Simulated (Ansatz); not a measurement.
## Zn: strain and displacement

```
CELL_PARAMETERS angstrom
2.66480 0.00000 0.00000
-1.33240 2.30778 0.00000
0.00000 0.00000 4.94670
ATOMIC_POSITIONS crystal
Zn 0.33333 0.66667 0.25000
Zn 0.66667 0.33333 0.75000
```

Atom numbers follow the list: Zn1, Zn2.

Conventional cell: a = 2.665 Å, b = 2.665 Å, c = 4.947 Å, α = 90.00°, β = 90.00°, γ = 120.00°. Zn (atom 1) has 12 Zn at 2.66 to 2.91 Å as nearest neighbours.

The cell is COD entry 9008522, as deposited and not checked against the literature; nothing was relaxed.

Theory: DFT, PBE, all-electron LAPW, scalar-relativistic in Ansatz 0.2.0.

Settings: a Γ-centred 18×18×8 k mesh, Fermi–Dirac smearing of 0.03 eV, basis error target 0.25 meV/atom, no spin polarisation.

The unchanged cell is at -0.35 GPa.

In a metal, stresses and small energies carry noise from the k mesh.

x, y and z are the Cartesian axes of the cell as listed; fractional coordinates follow a strain, and an engineering shear is twice the off-diagonal strain component.

Problem. With this change (z strained by -2 % at fixed volume), what becomes of the energy and stress?

Solution. Energy change +3 meV/atom; stress change (xx, yy, zz, yz, xz, xy) -0.92, -0.92, 0.71, 0.00, 0.00, 0.00 GPa, compression positive.

Problem. With this change (xy engineering shear strain of +1.5 %), what becomes of the energy and stress?

Solution. Energy change under 1 meV/atom; stress change (xx, yy, zz, yz, xz, xy) 0.09, 0.08, -0.04, 0.00, 0.00, -0.51 GPa, compression positive.

With atom 1 (Zn) moved by (0.0000, 0.0000, 0.2000) Å: energy change +24 meV/atom; stress change (xx, yy, zz, yz, xz, xy) 0.75, 0.75, 1.74, 0.00, 0.00, 0.00 GPa, compression positive; change of the force on Zn1 (0.000, 0.000, -0.486) eV/Å.

Problem. With this change (equal xy, yz and zx engineering shear strains of -3 %), what becomes of the energy and stress?

Solution. Energy change +5 meV/atom; stress change (xx, yy, zz, yz, xz, xy) -0.09, 0.71, 0.05, 1.21, 1.16, 1.63 GPa, compression positive.

Problem. With this change (equal xy, yz and zx engineering shear strains of -1 %), what becomes of the energy and stress?

Solution. Energy change under 1 meV/atom; stress change (xx, yy, zz, yz, xz, xy) 0.06, 0.09, -0.07, 0.34, 0.31, 0.33 GPa, compression positive.

With equal xy, yz and zx engineering shear strains of +2 %: energy change +1 meV/atom; stress change (xx, yy, zz, yz, xz, xy) -0.01, 0.33, 0.02, -0.39, -0.49, -0.68 GPa, compression positive; change of the force on Zn1 (0.012, 0.002, 0.000) eV/Å.

Problem. With this change (equal xy, yz and zx engineering shear strains of -2 %), what becomes of the energy and stress?

Solution. Energy change +2 meV/atom; stress change (xx, yy, zz, yz, xz, xy) 0.00, 0.28, 0.03, 0.75, 0.71, 0.93 GPa, compression positive.

With equal xy, yz and zx engineering shear strains of +1 %: energy change under 1 meV/atom; stress change (xx, yy, zz, yz, xz, xy) 0.06, 0.08, -0.03, -0.18, -0.18, -0.22 GPa, compression positive.

Problem. With this change (equal xy, yz and zx engineering shear strains of +3 %), what becomes of the energy and stress and forces?

Solution. Energy change +3 meV/atom; stress change (xx, yy, zz, yz, xz, xy) 0.04, 0.71, 0.07, -0.72, -0.77, -1.06 GPa, compression positive; change of the force on Zn1 (0.019, 0.004, 0.000) eV/Å.

Problem. What force constant does this one finite step give for Zn1 along its displacement (all its periodic images move with it)?

Solution. k = −ΔF·u/|u|² = 2.43 eV/Å², so the force pulls the atom back.
